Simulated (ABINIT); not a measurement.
Crystal: LiCl.

```
Cl Li
1.0
     0.00000    2.56477    2.56477
     2.56477    0.00000    2.56477
     2.56477    2.56477    0.00000
Cl Li
1 1
Direct
  0.50000 0.50000 0.50000
  0.00000 0.00000 0.00000
```

* Program: ABINIT 10.8.3 (patched build)
* Task: relaxation of cell and atoms
* Functional: LDA
* Potentials or basis: JTH PAW LDA v2.0
* Cutoff: 680 eV
* k mesh: 7 × 7 × 7
* Occupations: fermi-dirac, width 0.05 eV
* Spin: no spin polarisation

At the start: pressure -3.1 GPa; volume 16.87 Å³/atom.

Q: Where does the relaxation end?

A: Over 5 steps the energy falls by 15.5 meV/atom and the volume is 15.36 Å³/atom (-9.0 %); space group Fm-3m (No. 225, to 0.05 Å).

Step by step:
| step | energy change (eV) | largest force (eV/Å) | pressure (GPa) | volume (Å³) |
| --- | --- | --- | --- | --- |
| 1 | 0.0000 | 0.0000 | -3.08 | 33.74 |
| 2 | -0.0058 | 0.0000 | -2.80 | 33.43 |
| 3 | -0.0310 | 0.0000 | 0.13 | 30.61 |
| 4 | -0.0310 | 0.0000 | -0.02 | 30.73 |
| 5 | -0.0310 | 0.0000 | 0.00 | 30.71 |

Final structure:
```xyz
2
Lattice="0.0000 2.4856 2.4856 2.4856 0.0000 2.4856 2.4856 2.4856 0.0000" Properties=species:S:1:pos:R:3 pbc="T T T"
Cl    2.4856    2.4856    2.4856
Li    0.0000    0.0000    0.0000
```
